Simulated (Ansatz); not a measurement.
CaSe (rocksalt), relaxed with r2SCAN in the PAW code Ansatz: the symmetry is Fm-3m (No. 225, cubic); conventional cell a = 5.935 Å, 26.13 Å³ an atom. Ca has 6 Se at 2.97 Å; Se has 6 Ca at 2.97 Å. The primitive cell holds 2 atoms in 52.27 Å³. Calculated for a static, non-magnetic cell.

Computed values: Without spin-orbit coupling PBE's valence top is a threefold level at Γ and the gap is 2.057 eV; with it the level splits into four states above two, Δ₀ = 0.409 eV apart. HSE06 (6×6×6) gives a least gap of 3.00 eV and a least direct gap of 4.03 eV. r2SCAN's ε∞ is 5.08.

What is the density?
The cell holds 1 Ca, 1 Se: M = 1×40.078 + 1×78.971 = 119.05 u in V = 52.27 Å³. ρ = 1.66054 × M/V = 1.66054 × 119.05/52.27 = 3.782 g/cm³, for the static r2SCAN lattice.

If the centre of gravity stays and the conduction band doesn't move, what gap follows with spin-orbit coupling?
The fourfold level rises by Δ₀/3 = 0.136 eV and the twofold one falls by 2Δ₀/3, so E_g ≈ 2.057 − 0.136 = 1.921 eV. The PBE+SOC run gives 1.923 eV, +0.002 eV from the estimate.

At what wavelength does absorption set in by HSE06, excitons left aside?
λ = 1239.84 eV nm/E: 413 nm for the least gap, where it needs phonons and is weak, and 308 nm for direct transitions.

What refractive index and reflectivity at normal incidence follow, below the gap and above the phonons?
n = √5.08 = 2.254; R = ((n − 1)/(n + 1))² = (1.254/3.254)² = 14.8 % a face.

Only the levels marked +SOC include spin-orbit coupling.

The meshes of the hybrids are coarse, so their gaps aren't converged to the digits shown.
